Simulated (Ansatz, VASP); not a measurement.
**In3GaP2 in VASP and in Ansatz**

```
CELL_PARAMETERS angstrom
4.76276 0.00000 0.00000
0.00000 4.76276 0.00000
0.00000 0.00000 6.78253
ATOMIC_POSITIONS crystal
In 0.50000 0.50000 0.00000
In 0.00000 0.00000 0.00000
In 0.50000 0.50000 0.50000
Ga 0.00000 0.00000 0.50000
P 0.00000 0.50000 0.26791
P 0.50000 0.00000 0.73209
```

Change from the starting cell: species swapped into the Li3MnAs2 type (P-4m2, No. 115).

Alike in both runs: task single point; functional PBE; k mesh 4 × 4 × 4; occupations gaussian, width 0.1 eV; no spin polarisation.

```csv
,VASP,Ansatz
version,VASP 6.6.1,Ansatz 0.2.0
potentials or method,"VASP PAW PBE potentials, release 64 (In_d, Ga_d, P)","scalar-relativistic, plane waves, PAW"
plane-wave cutoff (eV),520,420
valence electrons in the cell,62,62
```

Ansatz gave:

* gap on the k mesh at the Fermi level (eV): none
* pressure (GPa): -0.5
* largest component of the traceless stress (GPa): 1.91
* rms of the force components (eV/Å): 0.110

Q: What did VASP give for the same quantities?

A: gap on the k mesh at the Fermi level (eV): none; pressure (GPa): -0.5; largest component of the traceless stress (GPa): 1.92; rms of the force components (eV/Å): 0.110.

Atom by atom the forces differ by 0.000 eV/Å (rms over components). A gap of «none» marks a metal or a gap that the smearing closes.
